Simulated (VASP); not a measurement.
Calculation: PBE GGA, VASP's PBE PAW potentials (set 64) (plane waves; VASP 6.6.1).

VASP ran on this input.

### KPOINTS
```
Automatic mesh
0
gamma
  7 7 4
0 0 0
```

File POSCAR:
```
BeO
1.0
  2.6619490000   0.0000000000   0.0000000000
 -1.3309740000   2.3053150000   0.0000000000
  0.0000000000   0.0000000000   4.3235080000
Be O
2 2
Cartesian
 -0.0000009976   1.5368774351   0.0006917613
  1.3309759976   0.7684375649   2.1624457613
 -0.0000009976   1.5368774351   1.6314325087
  1.3309759976   0.7684375649   3.7931865087
```

**INCAR**
```
ALGO  =  Normal
EDIFF  =  1E-6
ENCUT  =  460
GGA  =  PE
ISIF  =  2
ISMEAR  =  0
LASPH  =  .TRUE.
LCHARG  =  .FALSE.
LREAL  =  .FALSE.
LWAVE  =  .FALSE.
NELM  =  100
PREC  =  Accurate
SIGMA  =  0.01
SYSTEM  =  BeO
```

POTCAR, in this order: Be O (PBE.64 set). Program: vasp_std.

The run wrote:

OSZICAR:
```
       N       E                     dE             d eps       ncg     rms          rms(c)
DAV:   1     0.608266674514E+02    0.60827E+02   -0.84210E+03   576   0.117E+03
DAV:   2    -0.275381638756E+02   -0.88365E+02   -0.82208E+02   736   0.272E+02
DAV:   3    -0.306367641261E+02   -0.30986E+01   -0.30882E+01   756   0.563E+01
DAV:   4    -0.306579336508E+02   -0.21170E-01   -0.21163E-01   704   0.527E+00
DAV:   5    -0.306581928087E+02   -0.25916E-03   -0.25913E-03   752   0.501E-01    0.922E+00
DAV:   6    -0.284229281619E+02    0.22353E+01   -0.72728E+00   660   0.246E+01    0.293E+00
DAV:   7    -0.283996626058E+02    0.23266E-01   -0.16839E-01   700   0.412E+00    0.187E+00
DAV:   8    -0.284058789410E+02   -0.62163E-02   -0.42337E-02   620   0.299E+00    0.262E-01
DAV:   9    -0.284047741898E+02    0.11048E-02   -0.28566E-03   752   0.541E-01    0.684E-02
DAV:  10    -0.284050659714E+02   -0.29178E-03   -0.75657E-04   664   0.242E-01    0.481E-02
DAV:  11    -0.284050344361E+02    0.31535E-04   -0.14766E-04   724   0.114E-01    0.397E-03
DAV:  12    -0.284050337689E+02    0.66719E-06   -0.35309E-06   692   0.201E-02
   1 F= -.28405034E+02 E0= -.28405034E+02  d E =-.888057E-36
```

OUTCAR:
```
------------------------ aborting loop because EDIFF is reached ----------------------------------------
  FORCE on cell =-STRESS in cart. coord.  units (eV):
  Direction    XX          YY          ZZ          XY          YZ          ZX
  --------------------------------------------------------------------------------------
  Total        2.0392242      2.0392234      2.0852598      0.0000004      0.0000000      0.0000000
  in kB      123.1428723    123.1428234    125.9228328      0.0000267      0.0000000      0.0000000
  external PRESSURE =     124.0695095 kB  Pullay stress =       0.0000000 kB
  volume of cell :       26.53
      direct lattice vectors                 reciprocal lattice vectors
     2.661949000  0.000000000  0.000000000     0.375664598  0.216890018  0.000000000
    -1.330974000  2.305315000  0.000000000     0.000000000  0.433780199  0.000000000
     0.000000000  0.000000000  4.323508000     0.000000000  0.000000000  0.231293662
 POSITION                                       TOTAL-FORCE (eV/Angst)
 -----------------------------------------------------------------------------------
     -0.00000      1.53688      0.00069         0.000000     -0.000000     -0.022519
      1.33098      0.76844      2.16245         0.000000     -0.000000     -0.022519
     -0.00000      1.53688      1.63143         0.000000     -0.000000      0.022519
      1.33098      0.76844      3.79319        -0.000000      0.000000      0.022519
 -----------------------------------------------------------------------------------
    total drift:                               -0.001353      0.000781     -0.000337
  FREE ENERGIE OF THE ION-ELECTRON SYSTEM (eV)
  ---------------------------------------------------
  free  energy   TOTEN  =       -28.4050337689 eV

  energy  without entropy=      -28.4050337689  energy(sigma->0) =      -28.40503377
```
(Selected blocks of OUTCAR.)

File OUTCAR:
```
 val. band max:        3.9807983058   @ k =   0.0000   0.0000   0.0000

 cond. band min:      12.0245861507   @ k =   0.0000   0.0000   0.0000


 Fermi energy:         4.0659781933

 k-point     1 :       0.0000    0.0000    0.0000
  band No.  band energies     occupation
      1     -14.9823      2.00000
      2     -13.0534      2.00000
      3      -2.5238      2.00000
      4       2.9377      2.00000
      5       2.9377      2.00000
      6       3.9595      2.00000
      7       3.9596      2.00000
      8       3.9808      2.00000
      9      12.0246      0.00000
     10      16.0155      0.00000
     11      18.5431      0.00000
     12      18.5431      0.00000

 k-point     2 :       0.1429   -0.0000    0.0000
  band No.  band energies     occupation
      1     -14.7314      2.00000
      2     -12.9190      2.00000
      3      -2.2223      2.00000
      4       1.9620      2.00000
      5       2.5340      2.00000
      6       2.9615      2.00000
      7       3.7885      2.00000
      8       3.7992      2.00000
      9      12.7340      0.00000
     10      16.7036      0.00000
     11      18.1012      0.00000
     12      18.7409      0.00000

 k-point     3 :       0.2857   -0.0000    0.0000
  band No.  band energies     occupation
      1     -14.0621      2.00000
      2     -12.6425      2.00000
      3      -1.4832      2.00000
      4       0.0862      2.00000
      5       1.1947      2.00000
      6       1.7869      2.00000
      7       3.1785      2.00000
      8       3.3944      2.00000
      9      13.7269      0.00000
     10      16.1044      0.00000
     11      17.1244      0.00000
     12      19.7404      0.00000

 k-point     4 :       0.4286    0.0000    0.0000
  band No.  band energies     occupation
      1     -13.2932      2.00000
      2     -12.5479      2.00000
      3      -1.8271      2.00000
      4      -0.0847      2.00000
      5       0.1898      2.00000
      6       1.2826      2.00000
...
```

At this cut-off the stress carries a Pulay error, which pulls relaxed volumes low.

The structure comes from a computed database's BeO entry; how it stands against other phases isn't given here. The cell was not relaxed at this level. The run is one of a series of settings (ENCUT = 460 against the base run), some of them coarse on purpose.
